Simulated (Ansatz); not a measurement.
# Random displacements in WS2

All numbers below come from Ansatz 0.2.0, DFT PBE+D3(BJ), scalar-relativistic, plane waves, PAW. Settings: plane waves to 420 eV, k-mesh 12×12×4 (Γ-centred), Gaussian smearing 0.05 eV. Spin–orbit coupling is left out, which can shift energies with elements as heavy as these. No spin polarisation. Energies are free energies at this smearing, counted from the undisturbed cell; pressure is positive in compression.

Zero of the scan (as given, not relaxed at this level):

```
W S
1.0
     3.18000    0.00000    0.00000
    -1.59000    2.75396    0.00000
     0.00000    0.00000   12.50000
W S
2 4
Direct
  0.33333 0.66667 0.25000
  0.66667 0.33333 0.75000
  0.33333 0.66667 0.62000
  0.66667 0.33333 0.12000
  0.33333 0.66667 0.88000
  0.66667 0.33333 0.38000
```

The atoms are displaced (Å, in the unstrained cell):

| atom | ux | uy | uz |
| --- | --- | --- | --- |
| W1 | -0.067 | 0.204 | 0.069 |
| W2 | -0.070 | -0.345 | 0.020 |
| S3 | 0.041 | 0.142 | 0.172 |
| S4 | 0.078 | 0.053 | -0.251 |
| S5 | 0.191 | 0.687 | 0.392 |
| S6 | -0.172 | -0.742 | -0.403 |

Strain (Voigt, engineering shear): (-0.0232, -0.0210, -0.0430, -0.0007, -0.0194, 0.0637).

Question: What are the energy change, the stress and the forces?

Answer: ΔE = 5318.9 meV/atom; stress (xx, yy, zz, yz, xz, xy; compression positive) (7.04, 120.88, 180.65, 131.20, -7.90, -15.93) GPa.
```csv
atom,Fx (eV/Å),Fy,Fz
W1,7.11,-65.10,-86.09
W2,-0.12,10.71,5.64
S3,-0.36,-8.37,-9.33
S4,-0.47,-0.34,0.92
S5,0.46,-2.66,3.05
S6,-6.60,65.75,85.81
```

Cost: 1 run of about 0.73 core-minutes, on Intel Xeon 6975P-C (Granite Rapids) (shared hosts).